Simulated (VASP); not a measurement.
# AlCo (Pm-3m) in VASP: a series of runs

The runs below take AlCo through equation of state, with PBE, PBEsol.

All numbers are computed with VASP 6.6.1; they aren't measurements. Logs are shortened: lines on timing, memory, paths and dates and some standing lists are left out, and cuts for length are marked.

## 1. Starting point

It takes space group Pm-3m (No. 221, cubic). The conventional cell has a = 2.819 Å, b = 2.819 Å, c = 2.819 Å, α = 90.00°, β = 90.00°, γ = 90.00°. Co (site symmetry m-3m) has 8 Al at 2.44 Å as nearest neighbours. Al (site symmetry m-3m) has 8 Co at 2.44 Å as nearest neighbours.

The cell is a database's computed one.

## 2. Equation of state, PBE, collinear spin, ferromagnetic start, 10.53 Å³/atom (volume scaled by 0.94)

INCAR reads:

```
SYSTEM = AlCo
ALGO = Normal ; EDIFF = 1E-7
ENCUT = 520 ; GGA = PE
ISIF = 2 ; ISMEAR = -1
ISPIN = 2 ; LASPH = .True.
LCHARG = .False. ; LMAXMIX = 4
LORBIT = 11 ; LREAL = .False.
LWAVE = .False. ; MAGMOM = 2 0
NBANDS = 17 ; NELM = 120
PREC = Accurate ; SIGMA = 0.05
```

KPOINTS reads:

```
k-points
0
Gamma
  9 9 9
  0 0 0
```

POSCAR reads:

```
AlCo
1.0
    2.7618482194      0.0000000000      0.0000000000
    0.0000000000      2.7618482194      0.0000000000
    0.0000000000      0.0000000000      2.7618482194
Co Al
1 1
Direct
    0.5000000000      0.5000000000      0.5000000000
    0.0000000000      0.0000000000      0.0000000000
```

Potentials or basis: VASP PAW PBE potentials, release 64 (Co, Al).

Run with:

```
cat potpaw_PBE.64/Co/POTCAR potpaw_PBE.64/Al/POTCAR > POTCAR
mpirun -np 1 vasp_std > vasp.out
```

OUTCAR:

```text
SYSTEM = AlCo
   EDIFF = 1E-7
   ENCUT = 520
   GGA = PE
   ISIF = 2
   ISMEAR = -1
   ISPIN = 2
   LASPH = .True.
   LORBIT = 11
   LREAL = .False.
   NELM = 120
   PREC = Accurate

 ion  position               nearest neighbor table
   1  0.500  0.500  0.500-   2 2.39   2 2.39   2 2.39   2 2.39   2 2.39   2 2.39   2 2.39   2 2.39

   2  0.000  0.000  0.000-   1 2.39   1 2.39   1 2.39   1 2.39   1 2.39   1 2.39   1 2.39   1 2.39

  LATTYP: Found a simple cubic cell.
 ALAT       =     2.7618482194

  Lattice vectors:

 A1 = (   2.7618482194,   0.0000000000,   0.0000000000)
 A2 = (   0.0000000000,   2.7618482194,   0.0000000000)
 A3 = (   0.0000000000,   0.0000000000,   2.7618482194)

Analysis of symmetry for initial positions (statically):
=====================================================================
 Subroutine PRICEL returns:
 Original cell was already a primitive cell.

 Routine SETGRP: Setting up the symmetry group for a
 simple cubic supercell.

 Subroutine GETGRP returns: Found 48 space group operations
 (whereof 48 operations were pure point group operations)
 out of a pool of 48 trial point group operations.

The static configuration has the point symmetry O_h .

Analysis of symmetry for dynamics (positions and initial velocities):
=====================================================================
 Subroutine PRICEL returns:
 Original cell was already a primitive cell.

 Routine SETGRP: Setting up the symmetry group for a
 simple cubic supercell.

 Subroutine GETGRP returns: Found 48 space group operations
 (whereof 48 operations were pure point group operations)
 out of a pool of 48 trial point group operations.

The dynamic configuration has the point symmetry O_h .

Analysis of structural, dynamic, and magnetic symmetry:
=====================================================================
 Subroutine PRICEL returns:
 Original cell was already a primitive cell.

 Routine SETGRP: Setting up the symmetry group for a
 simple cubic supercell.

 Subroutine GETGRP returns: Found 48 space group operations
 (whereof 48 operations were pure point group operations)
 out of a pool of 48 trial point group operations.

The overall configuration has the point symmetry O_h .

 Subroutine INISYM returns: Found 48 space group operations
 (whereof 48 operations are pure point group operations),
 and found     1 'primitive' translations

----------------------------------------------------------------------------------------

                                     Primitive cell

  volume of cell :      21.0668

  direct lattice vectors                    reciprocal lattice vectors
     2.761848219  0.000000000  0.000000000     0.362076378  0.000000000  0.000000000
     0.000000000  2.761848219  0.000000000     0.000000000  0.362076378  0.000000000
[... 130 lines left out ...]
 NGX is ok and might be reduce to    24
   NGX = 11   NGY = 11   NGZ = 11

 number of electron      12.0000002 magnetization       0.0002341

 number of electron      12.0000002 magnetization      -0.0000178

 Free energy of the ion-electron system (eV)
  ---------------------------------------------------
  ext. energy  EPLUGINS =         0.00000000
  ---------------------------------------------------
  free energy    TOTEN  =       -11.86676322 eV

  energy without entropy =      -11.86315527  energy(sigma->0) =      -11.86495924

 E-fermi :  11.9039     XC(G=0): -12.7314

 val. band max:       11.8450867872   @ k =   0.4444   0.4444   0.1111
 cond. band min:      12.0375816878   @ k =   0.4444   0.3333   0.0000
 fundamental gap:      0.1924949007
 Fermi energy:        11.9038791912

 spin component 1

 k-point     1 :       0.0000    0.0000    0.0000
  band No.  band energies     occupation
      1       0.1660      1.00000
      2       8.4881      1.00000
      3       8.4881      1.00000
      4      10.9403      1.00000
      5      10.9403      1.00000
      6      10.9403      1.00000
[... 676 lines left out ...]
      3       7.5832      1.00000
      4      11.4486      0.99989
      5      11.4486      0.99989
      6      13.1531      0.00000
[... 9 lines left out ...]
     16      44.5291      0.00000
     17      44.5291      0.00000
 Fermi energy:        11.9038791912

 spin component 2

 k-point     1 :       0.0000    0.0000    0.0000
  band No.  band energies     occupation
      1       0.1660      1.00000
      2       8.4881      1.00000
      3       8.4881      1.00000
      4      10.9403      1.00000
      5      10.9403      1.00000
      6      10.9403      1.00000
[... 677 lines left out ...]
      4      11.4486      0.99989
      5      11.4486      0.99989
      6      13.1531      0.00000
[... 9 lines left out ...]
     16      44.5290      0.00000
     17      44.5296      0.00000

------------------------ aborting loop because EDIFF is reached ----------------------------------------

  FORCE on cell =-STRESS in cart. coord.  units (eV):
  Direction    XX          YY          ZZ          XY          YZ          ZX
  --------------------------------------------------------------------------------------
  -------------------------------------------------------------------------------------
  Total        2.7721899      2.7721899      2.7721899      0.0000000      0.0000000     -0.0000000
  in kB      210.8308392    210.8308392    210.8308392      0.0000000      0.0000000     -0.0000000
  external PRESSURE =     210.8308392 kB  Pullay stress =       0.0000000 kB

 VOLUME and BASIS-vectors are now :
 -----------------------------------------------------------------------------
  energy-cutoff  :      520.00
  volume of cell :       21.07
      direct lattice vectors                 reciprocal lattice vectors
     2.761848219  0.000000000  0.000000000     0.362076378  0.000000000  0.000000000
     0.000000000  2.761848219  0.000000000     0.000000000  0.362076378  0.000000000
     0.000000000  0.000000000  2.761848219     0.000000000  0.000000000  0.362076378

 POSITION                                       TOTAL-FORCE (eV/Angst)
 -----------------------------------------------------------------------------------
      1.38092      1.38092      1.38092         0.000000      0.000000      0.000000
      0.00000      0.00000      0.00000         0.000000      0.000000      0.000000
 -----------------------------------------------------------------------------------
    total drift:                                0.000000     -0.000000     -0.000000

  FREE ENERGIE OF THE ION-ELECTRON SYSTEM (eV)
  ---------------------------------------------------
  free  energy   TOTEN  =       -11.8667632186 eV

  energy  without entropy=      -11.8631552686  energy(sigma->0) =      -11.86495924

 total charge

# of ion       s       p       d       tot
------------------------------------------
    1        0.472   0.590   7.583   8.645
    2        0.408   0.474   0.000   0.882
--------------------------------------------------
tot          0.880   1.064   7.583   9.527

 magnetization (x)

# of ion       s       p       d       tot
------------------------------------------
    1       -0.000   0.000   0.000   0.000
    2       -0.000   0.000   0.000  -0.000
--------------------------------------------------
tot         -0.000   0.000   0.000   0.000
```

Run time: 17 s. Hardware: 1 thread of Intel Xeon Platinum 8488C (Sapphire Rapids), shared host; peak memory 0.16 GiB.

What came out:

```
Free energy                                           : -11.8668 eV
Pressure                                              : 21.1 GPa
Band gap on the k mesh                                : none (metal or under the smearing width)
Net moment                                            : 0.00 μB per cell
Valence electrons inside the program's atomic spheres : Co 8.64; Al 0.88
```

Caveat: the starting moments collapsed, and a magnetic state may lie lower.

## 3. Equation of state, PBE, collinear spin, ferromagnetic start, 10.76 Å³/atom (volume scaled by 0.96)

INCAR reads:

```
PREC = Accurate
ENCUT = 520
EDIFF = 1E-7
ISMEAR = -1
SIGMA = 0.05
LREAL = False
LASPH = True
NELM = 150
ALGO = Normal
ISIF = 2
LWAVE = False
LCHARG = False
ISPIN = 2
MAGMOM = 2 0
LORBIT = 11
LMAXMIX = 4
GGA = PE
NBANDS = 17
```

KPOINTS reads:

```
regular mesh
0
Gamma
  9 9 9
```

POSCAR reads:

```
AlCo
1.0
    2.7812984956      0.0000000000      0.0000000000
    0.0000000000      2.7812984956      0.0000000000
    0.0000000000      0.0000000000      2.7812984956
Co Al
1 1
Direct
    0.5000000000      0.5000000000      0.5000000000
    0.0000000000      0.0000000000      0.0000000000
```

Potentials or basis: VASP PAW PBE potentials, release 64 (Co, Al).

Run with:

```
cat potpaw_PBE.64/Co/POTCAR potpaw_PBE.64/Al/POTCAR > POTCAR
mpirun -np 1 vasp_std > vasp.out
```

Run time: 18 s. Hardware: 1 thread of Intel Xeon Platinum 8488C (Sapphire Rapids), shared host; peak memory 0.16 GiB.

It converged, with:

```yaml
Free_energy: -11.9181 eV
Pressure: 15.7 GPa
Band_gap_on_the_k_mesh: none (metal or under the smearing width)
Net_moment: 0.00 μB per cell
Valence_electrons_inside_the_program's_atomic_spheres: Co 8.60; Al 0.87
```

Caveat: the starting moments collapsed, and a magnetic state may lie lower.

## 4. Equation of state, PBE, collinear spin, ferromagnetic start, 10.98 Å³/atom (volume scaled by 0.98)

INCAR reads:

```
ALGO = Normal
EDIFF = 1E-7
ENCUT = 520
GGA = PE
ISIF = 2
ISMEAR = -1
ISPIN = 2
LASPH = True
LCHARG = False
LMAXMIX = 4
LORBIT = 11
LREAL = False
LWAVE = False
MAGMOM = 2 0
NBANDS = 17
NELM = 100
PREC = Accurate
SIGMA = 0.05
```

KPOINTS reads:

```
k-points
0
Gamma
  9 9 9
```

POSCAR reads:

```
AlCo
1.0
    2.8004804707      0.0000000000      0.0000000000
    0.0000000000      2.8004804707      0.0000000000
    0.0000000000      0.0000000000      2.8004804707
Co Al
1 1
Direct
    0.5000000000      0.5000000000      0.5000000000
    0.0000000000      0.0000000000      0.0000000000
```

Run with:

```
cat potpaw_PBE.64/Co/POTCAR potpaw_PBE.64/Al/POTCAR > POTCAR
mpirun -np 1 vasp_std > vasp.out
```

Run time: 17 s. Hardware: 1 thread of Intel Xeon Platinum 8488C (Sapphire Rapids), shared host; peak memory 0.16 GiB.

The run converged. Its results:

```yaml
Free_energy: -11.9552 eV
Pressure: 10.9 GPa
Band_gap_on_the_k_mesh: none (metal or under the smearing width)
Net_moment: 0.00 μB per cell
Valence_electrons_inside_the_program's_atomic_spheres: Co 8.55; Al 0.85
```

Caveat: the starting moments collapsed, and a magnetic state may lie lower.

(Part 1 of 2 ends here.)
